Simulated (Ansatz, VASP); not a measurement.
Two plane-wave programs on CuI

```
Cu I
1.0
     0.00000    2.99817    2.99817
     2.99817    0.00000    2.99817
     2.99817    2.99817    0.00000
Cu I
1 1
Direct
  0.00000 0.00000 0.00000
  0.25000 0.25000 0.25000
```

Alike in both runs: task single point; functional PBE; k mesh 5 × 5 × 5; occupations gaussian, width 0.0429 eV; no spin polarisation.

|  | VASP | Ansatz |
| --- | --- | --- |
| version | VASP 6.6.1 | Ansatz 0.2.0 |
| potentials or method | VASP PAW PBE potentials, release 64 (Cu, I) | PAW plane waves |
| plane-wave cutoff (eV) | 520 | 420 |
| valence electrons in the cell | 18 | 36 |

VASP gave:

- gap on the k mesh at the Fermi level (eV): 1.23
- pressure (GPa): 1.9

Question: What did Ansatz give for the same quantities?

Answer: gap on the k mesh at the Fermi level (eV): 1.21; pressure (GPa): 1.9.

The functional is the same, so the differences come from potentials, cutoffs and numerics. The two sets of potentials don't hold the same shells in valence.

Caveats: spin-orbit coupling is left out, which moves the levels of the heavy elements.
